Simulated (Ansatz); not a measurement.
**Ti under changes of volume**

One of the cells (17.636 Å³/atom); the others are scaled copies at fixed shape and fractional positions:

```
Ti
1.0
     2.95000    0.00000    0.00000
    -1.47500    2.55477    0.00000
     0.00000    0.00000    4.68000
Ti
2
Direct
  0.66667 0.33333 0.75000
  0.33333 0.66667 0.25000
```

| Quantity | Value |
| --- | --- |
| Program | Ansatz 0.2.0 |
| Functional | HSE06 |
| Potentials or basis | Ansatz PAW |
| Cutoff | 420 eV (not typed: the program's choice for these potentials) |
| k mesh | 5 × 5 × 3 |
| Occupations | fermi-dirac, width 0.05 eV |
| Spin | no spin polarisation |

| volume (Å³/atom) | energy over the lowest point (meV/atom) | pressure (GPa) |
| --- | --- | --- |
| 16.577 | ? | ? |
| 16.930 | 0.04 | 1.4 |
| 17.283 | 0.00 | -1.2 |
| 17.636 | 5.55 | -3.6 |
| 17.988 | 16.17 | -5.8 |
| 18.341 | 31.35 | -7.7 |
| 18.694 | 50.48 | -9.4 |

Task: What does the run at 16.577 Å³/atom give?

Result: Energy over the lowest point 6.22 meV/atom; pressure 4.3 GPa.

Worked out: A Birch-Murnaghan fit of order 3 (a polynomial in V^(-2/3)) to the other rows has its minimum at 17.11 Å³/atom with B0 = V·E''(V) = 132 GPa and B' = 4.6 at fixed shape and positions, which overstates the stiffness. It gives 6.48 meV/atom at 16.577 Å³/atom, against the run's 6.22, and -dE/dV = 4.5 GPa, against 4.3.

Energies are extrapolated to zero smearing.

Caveats: all runs use coarse meshes; the PAW data sets come from PBE, with cores solved anew for the run's functional, which leaves a small shift of forces and pressure; the thresholds are loose for stress.
